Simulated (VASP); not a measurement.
Li: single point with PBEsol

The system is Li.

```
CELL_PARAMETERS angstrom
0.00000 2.13594 2.13594
2.13594 0.00000 2.13594
2.13594 2.13594 0.00000
ATOMIC_POSITIONS crystal
Li 0.00000 0.00000 0.00000
```

The cell isn't the ideal one: strain -0.030 along x and y, -0.030 along z, atoms carried along.

```
Program                : VASP 6.6.1
Task                   : single point
Functional             : PBEsol
Potentials or basis    : VASP PAW PBE potentials, release 64 (Li_sv)
Cutoff                 : 520 eV
k mesh                 : 18 × 18 × 18
Occupations            : gaussian, width 0.15 eV
Spin                   : no spin polarisation
Dipole correction      : no
Further INCAR settings : ALGO = Fast; EDIFF = 1e-07; NBANDS = 8
```

```json
{
 "Band gap on the k mesh": "none (metal or under the smearing width)"
}
```

Levels at points of the mesh, in eV from the Fermi level:
| k point | band 1 | band 2 | band 3 | band 4 | band 5 | band 6 |
| --- | --- | --- | --- | --- | --- | --- |
| (0.00, 0.00, 0.00) | -45.85 | -3.61 | 14.77 | 14.77 | 14.77 | 18.68 |
| (0.50, 0.00, 0.00) | -45.83 | -0.04 | 3.06 | 12.99 | 12.99 | 16.97 |
| (0.50, 0.50, 0.00) | -45.83 | 1.55 | 4.85 | 8.66 | 8.66 | 10.87 |

It took 18 s on 1 thread of Intel(R) Xeon(R) Platinum 8488C (Sapphire Rapids), with other jobs on the host, peak memory 0.14 GiB.
